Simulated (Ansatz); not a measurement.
A relaxation computed with Ansatz, from input to last step.

```yaml
crystal:
  lattice:
    - [-1.9726055806, 1.9726055806, 4.4251312166]
    - [1.9726055806, -1.9726055806, 4.4251312166]
    - [1.9726055806, 1.9726055806, -4.4251312166]
  atoms:
    - { symbol: Ti, position: [0.0, 0.0, 0.0] }
    - { symbol: Al, position: [0.5, 0.5, 0.0] }
    - { symbol: Al, position: [0.75, 0.25, 0.5] }
    - { symbol: Al, position: [0.25, 0.75, 0.5] }
basis:
  ecutwfc: 500
kpoints:
  mp_grid: { grid: [16, 16, 16] }
hamiltonian:
  xc: r2scan
scf:
  occupations: { method: gaussian, width: 0.1 }
output:
  forces: true
  stress: true
  eigenvalues: true
relax:
  adjacent_minimum: "off"
  f_tol: 0.01
  max_steps: 30
  cell: { stress_tol: 0.1, fix: [volume] }
```

```bash
ansatz run input.yaml --threads 1 --pin off --max-ram 2560MiB --backend cpu --events-out ev --progress --plain --runs-dir out
```

Level of theory: Ansatz, DFT r2SCAN, scalar-relativistic, plane waves, PAW.

The volume is held at 1.1 times that of the relaxed cell.

Of 4 frames 3 are shown, positions in Å and forces in eV/Å; the SCF threshold varies from step to step. Steps run on the plane waves of an earlier cell, with a Pulay correction in the pressure. The basis is chosen afresh for the last frame, the zero of the energies, and at times for earlier ones too; energy and pressure step there, also at an unchanged geometry.

```xyz
4
Lattice="-1.9726 1.9726 4.4251 1.9726 -1.9726 4.4251 1.9726 1.9726 -4.4251" Properties=species:S:1:pos:R:3:forces:R:3 pbc="T T T" step=1 free_energy_over_end_meV_per_atom=0.01 pressure_GPa=-9.09
Ti    0.0000    0.0000    0.0000    0.0000    0.0000    0.0000
Al    0.0000    0.0000    4.4251    0.0000    0.0000    0.0000
Al    0.0000    1.9726    2.2126    0.0000    0.0000    0.0000
Al    1.9726    0.0000    2.2126    0.0000    0.0000    0.0000
4
Lattice="-1.9710 1.9710 4.4321 1.9710 -1.9710 4.4321 1.9710 1.9710 -4.4321" Properties=species:S:1:pos:R:3:forces:R:3 pbc="T T T" step=2 free_energy_over_end_meV_per_atom=0.01 pressure_GPa=-9.08
Ti    0.0000    0.0000    0.0000    0.0000    0.0000    0.0000
Al    0.0000    0.0000    4.4321    0.0000    0.0000    0.0000
Al    0.0000    1.9710    2.2161    0.0000    0.0000    0.0000
Al    1.9710    0.0000    2.2161    0.0000    0.0000    0.0000
4
Lattice="-1.9717 1.9717 4.4292 1.9717 -1.9717 4.4292 1.9717 1.9717 -4.4292" Properties=species:S:1:pos:R:3:forces:R:3 pbc="T T T" step=4 free_energy_over_end_meV_per_atom=0.00 pressure_GPa=-9.08
Ti    0.0000    0.0000    0.0000    0.0000    0.0000    0.0000
Al    0.0000    0.0000    4.4292    0.0000    0.0000    0.0000
Al    0.0000    1.9717    2.2146    0.0000    0.0000    0.0000
Al    1.9717    0.0000    2.2146    0.0000    0.0000    0.0000
```

The run took 3.7 min on 1 thread of Arm Neoverse V1, on a shared host, peak memory 0.97 GiB.